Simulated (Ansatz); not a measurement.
# FePt: the cost of one run

Method: DFT PBE, scalar-relativistic, plane waves, PAW, in Ansatz 0.2.0.

## (1) The structure to begin with

It takes space group P-6m2 (No. 187, hexagonal). Conventional cell: a = 2.706 Å, b = 2.706 Å, c = 4.326 Å, α = 90.00°, β = 90.00°, γ = 120.00°. Fe (site symmetry -6m2) has 6 Pt at 2.67 Å and 6 Fe at 2.71 Å as nearest neighbours. Pt (site symmetry -6m2) is surrounded by 6 Fe at 2.67 Å and 6 Pt at 2.71 Å.

Structure file:

```xyz
2
Lattice="2.7058 0.0000 0.0000 -1.3529 2.3433 0.0000 0.0000 0.0000 4.3265" Properties=species:S:1:pos:R:3 pbc="T T T"
Fe    0.0000    1.5622    0.0000
Pt    1.3529    0.7811    2.1632
```

The start is an ordering of an alloy on its end members' structure types: elements ordered on the sites of the Re type, Fe/Pt on Re (P-6m2, No. 187).

## (2) A first look at the guess

The input, input.yaml:

```yaml
crystal:
  lattice:
    - [2.70577274, 0.0, 0.0]
    - [-1.35288637, 2.34326793, 0.0]
    - [0.0, 0.0, 4.32649049]
  atoms:
    - { symbol: Fe, position: [0.33333333, 0.66666667, 0.0], spin: 4.0 }
    - { symbol: Pt, position: [0.66666667, 0.33333333, 0.5] }
basis:
  ecutwfc: 420
kpoints:
  mp_grid: { grid: [6, 6, 4] }
hamiltonian:
  xc: pbe
scf:
  occupations: { method: gaussian, width: 0.1 }
  lower_state_search: "off"
output:
  forces: true
  stress: true
  eigenvalues: true
  populations: true
magnetization:
  spin_polarized: true
```

Command:

```
ansatz run input.yaml --threads 1 --pin off --max-ram 2560MiB --backend cpu --events-out ev --progress --plain --runs-dir out
```

Q: Estimate wall time and peak memory on 1 thread of Intel Xeon Platinum 8488C (Sapphire Rapids), shared host.

About 2.4 s, with a peak of 0.36 GiB.
